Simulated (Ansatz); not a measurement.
Structure types of Ge at zero pressure

Structure types of Ge are relaxed in primitive cells with their symmetry kept at 0 GPa, first on PAW files, then by LAPW. The enthalpy is E + pV at zero temperature, without zero-point motion. Only the types listed were tried, and differences under about 5 meV/atom are mesh noise.

Level of theory: DFT with PBE, scalar-relativistic, in Ansatz 0.2.0; Fermi–Dirac smearing of 0.05 eV, no spin polarisation. LAPW: all electrons, basis error target 0.5 meV/atom; PAW: frozen-core files, cutoff 420 eV.

k meshes: bcc 17×17×17, hcp 16×16×9, sc 15×15×15, diamond 12×12×12.

Which type is lowest in enthalpy, and by how much?

diamond, 250 meV/atom below sc. The whole table:

```json
{"start type": "bcc", "ends as": "bcc, Im-3m", "a, b, c (Å)": "3.370, 3.370, 3.370", "V (Å³/atom)": "19.14", "H − H(lowest), LAPW (meV/atom)": "337.4", "same, PAW": "337.0"}
{"start type": "hcp", "ends as": "hcp, P6_3/mmc", "a, b, c (Å)": "3.001, 3.001, 4.940", "V (Å³/atom)": "19.27", "H − H(lowest), LAPW (meV/atom)": "325.6", "same, PAW": "325.2"}
{"start type": "sc", "ends as": "sc, Pm-3m", "a, b, c (Å)": "2.710, 2.710, 2.710", "V (Å³/atom)": "19.90", "H − H(lowest), LAPW (meV/atom)": "250.0", "same, PAW": "249.4"}
{"start type": "diamond", "ends as": "diamond, Fd-3m", "a, b, c (Å)": "5.761, 5.761, 5.761", "V (Å³/atom)": "23.91", "H − H(lowest), LAPW (meV/atom)": "0.0", "same, PAW": "0.0"}
```
